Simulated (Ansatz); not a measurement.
Runs of Ansatz 0.2.0 on GaAs. It takes space group F-43m (No. 216, cubic). Conventional cell: a = 5.654 Å, b = 5.654 Å, c = 5.654 Å, α = 90.00°, β = 90.00°, γ = 90.00°. As (site symmetry -43m) is surrounded by 4 Ga at 2.45 Å. Around Ga (site symmetry -43m) lie 4 As at 2.45 Å. 

```tsv
task	level	spin	cell	points for each segment of the path	gap on the mesh (eV)	pressure (GPa)	relaxed volume (Å³/atom)
relaxation of cell and atoms	B3LYP	off	relaxed	-	(b)	0.0	24.01
band structure	PBEsol0	off	as given	4	2.04	(a)	-
relaxation of cell and atoms	PBE0	off	relaxed	-	1.99	0.0	22.95
single point	PBE0	SOC, no magnetisation	as given	-	2.01	1.2	-
```

Alike in all rows: potentials or basis Ansatz PAW; k mesh 4 × 4 × 4; cutoff (eV) 420; smearing fermi-dirac 0.05 eV; the mesh is coarse, so values aren't converged.

**Question.** Estimate the missing entries.

**Answer.** (a) -1.0; (b) 1.10.

Caveats: all runs use coarse meshes; the PAW data sets come from PBE, with cores solved anew for the run's functional, which leaves a small shift of forces and pressure; the plane-wave basis is chosen anew once the cell has moved, so the energies of steps on either side of that aren't comparable (some runs); the thresholds are loose for stress (some runs).

A k mesh can miss the band edges, and rows without SOC leave out spin-orbit coupling on As, Ga.
